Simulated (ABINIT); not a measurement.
The system is MgO2.

```
CELL_PARAMETERS angstrom
1.60476 0.92651 3.49398
-1.60476 0.92651 3.49398
0.00000 -1.85302 3.49398
ATOMIC_POSITIONS crystal
Mg 0.00000 0.00000 0.00000
O 0.57121 0.57121 0.57121
O 0.42879 0.42879 0.42879
```

The cell comes from a database or a generator and needn't be the stable form of this composition.

| Quantity | Value |
| --- | --- |
| Program | ABINIT 10.8.3 (patched build) |
| Task | relaxation of cell and atoms |
| Functional | LDA |
| Potentials or basis | JTH PAW LDA v2.0 |
| Cutoff | 626 eV |
| k mesh | 10 × 10 × 10 |
| Occupations | fermi-dirac, width 0.05 eV |
| Spin | no spin polarisation |

At the start: pressure -9.8 GPa; volume 10.39 Å³/atom.

Task: Where does the relaxation end?

Result: Over 9 steps the energy falls by 24.8 meV/atom and the volume is 9.63 Å³/atom (-7.3 %); space group R-3m (No. 166, to 0.05 Å).

The path:
```csv
step,energy change (eV),largest force (eV/Å),pressure (GPa),volume (Å³)
1,0.0000,0.4986,-9.80,31.17
2,-0.0487,0.0056,-5.62,30.24
3,-0.0707,0.2329,-0.38,29.12
4,-0.0734,0.0361,0.11,28.95
5,-0.0741,0.0771,0.08,28.90
6,-0.0743,0.0811,0.04,28.90
7,-0.0745,0.0358,-0.01,28.89
8,-0.0745,0.0077,-0.01,28.90
9,-0.0745,0.0001,0.00,28.90
```

Final structure:
```
Mg O
1.0
     1.55979    0.90055    3.42888
    -1.55979    0.90055    3.42888
     0.00000   -1.80109    3.42888
Mg O
1 2
Direct
  0.00000 0.00000 0.00000
  0.57054 0.57054 0.57054
  0.42946 0.42946 0.42946
```

Caveat: the atomic spheres overlap.
